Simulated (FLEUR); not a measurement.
KBr under changes of volume

One of the cells (35.937 Å³/atom); the others are scaled copies at fixed shape and fractional positions:

```
Br K
1.0
     0.00000    3.30000    3.30000
     3.30000    0.00000    3.30000
     3.30000    3.30000    0.00000
Br K
1 1
Cartesian
  3.3000 3.3000 3.3000
  0.0000 0.0000 0.0000
```

```yaml
Program: FLEUR MaX-R8.1 (later development tree)
Functional: Wu-Cohen GGA
Potentials_or_basis: all-electron
Basis: FLAPW
Kmax: 4.1 1/bohr
k_mesh: 7 × 7 × 7
Occupations: fermi-dirac, width 0.05 eV
Spin: no spin polarisation
```

| volume (Å³/atom) | energy over the lowest point (meV/atom) | gap on the mesh (eV) |
| --- | --- | --- |
| 33.781 | 3.72 | 4.48 |
| 34.500 | 1.00 | 4.44 |
| 35.937 | 0.00 | 4.34 |
| 37.374 | ? | ? |
| 38.093 | 7.18 | 4.22 |

Problem. What does the run at 37.374 Å³/atom give?

Solution. Energy over the lowest point 3.81 meV/atom; gap on the mesh 4.26 eV.

Worked out: A Birch-Murnaghan fit of order 2 (a polynomial in V^(-2/3)) to the other rows has its minimum at 35.50 Å³/atom with B0 = V·E''(V) = 14.1 GPa. It gives 3.76 meV/atom at 37.374 Å³/atom, against the run's 3.81. A straight line through the other rows of the gap, of slope -2.19 eV per unit of ln V (its deformation potential), gives 4.26 eV, against the run's 4.26.

Energies are extrapolated to zero smearing.

Caveats: an odd mesh through Γ misses points on the zone boundary, where band edges often lie (some runs).

Spin-orbit coupling on Br is left out.
